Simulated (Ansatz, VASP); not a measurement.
Two plane-wave programs on W

The input INCAR:

```
ALGO = Normal
EDIFF = 1E-6
ENCUT = 520
ISIF = 2
ISMEAR = -1
LASPH = T
LCHARG = F
LREAL = F
LWAVE = F
NBANDS = 13
NELM = 100
PREC = Accurate
SIGMA = 0.05
```

Contents of KPOINTS:

```
k-points
0
Gamma
  6 6 6
```

File POSCAR:

```
W
1.0
    0.0000000000      2.0300000000      2.0300000000
    2.0300000000      0.0000000000      2.0300000000
    2.0300000000      2.0300000000      0.0000000000
W
1
Direct
    0.0000000000      0.0000000000      0.0000000000
```

File input.yaml:

```yaml
crystal:
  lattice:
    - [0.0, 2.03, 2.03]
    - [2.03, 0.0, 2.03]
    - [2.03, 2.03, 0.0]
  atoms:
    - { symbol: W, position: [0.0, 0.0, 0.0] }
hamiltonian:
  xc: lda
  pseudopotentials: { kind: paw }
kpoints:
  mp_grid: { grid: [6, 6, 6] }
  band_path:
    path:
      - [[0.0, 0.0, 0.0], [0.5, 0.0, 0.5], [0.5, 0.25, 0.75], [0.375, 0.375, 0.75], [0.0, 0.0, 0.0], [0.5, 0.5, 0.5], [0.625, 0.25, 0.625], [0.5, 0.25, 0.75], [0.5, 0.5, 0.5], [0.375, 0.375, 0.75]]
      - [[0.625, 0.25, 0.625], [0.5, 0.0, 0.5]]
    npoints: 14
scf:
  occupations: { method: fermi_dirac, width: 0.05 }
  n_extra_bands: 6
output:
  forces: true
  stress: true
  eigenvalues: true
  fatbands: true
```

This isn't the form of W at room conditions, which is bcc.

Alike in both runs: functional LDA; k mesh 6 × 6 × 6; occupations fermi-dirac, width 0.05 eV; no spin polarisation.

|  | VASP | Ansatz |
| --- | --- | --- |
| version | VASP 6.6.1 | Ansatz 0.2.0 |
| potentials or method | VASP PAW LDA potentials, release 64 (W_sv) | Ansatz PAW |
| plane-wave cutoff (eV) | 520 | 420 |
| valence electrons in the cell | 14 | 14 |
| task | single point | band structure |

VASP gave:

```
gap on the k mesh at the Fermi level (eV) : none
pressure (GPa)                            : -16.6
```

Q: What did Ansatz give for the same quantities?

A: gap on the k mesh at the Fermi level (eV): none; pressure (GPa): -17.9.

A gap of «none» marks a metal or a gap that the smearing closes.

Caveats: the k mesh is coarse (spacing up to 0.45 Å⁻¹), so the values aren't converged; so large a pressure means that the cell lies far from this level's equilibrium, or that cutoff or potentials fall short (VASP); spin-orbit coupling is left out, which moves the levels of the heavy elements (Ansatz); the PAW data sets come from PBE, with cores solved anew for the run's functional, which leaves a small shift of forces and pressure (Ansatz). Spin-orbit coupling is left out, which matters for the levels of W.
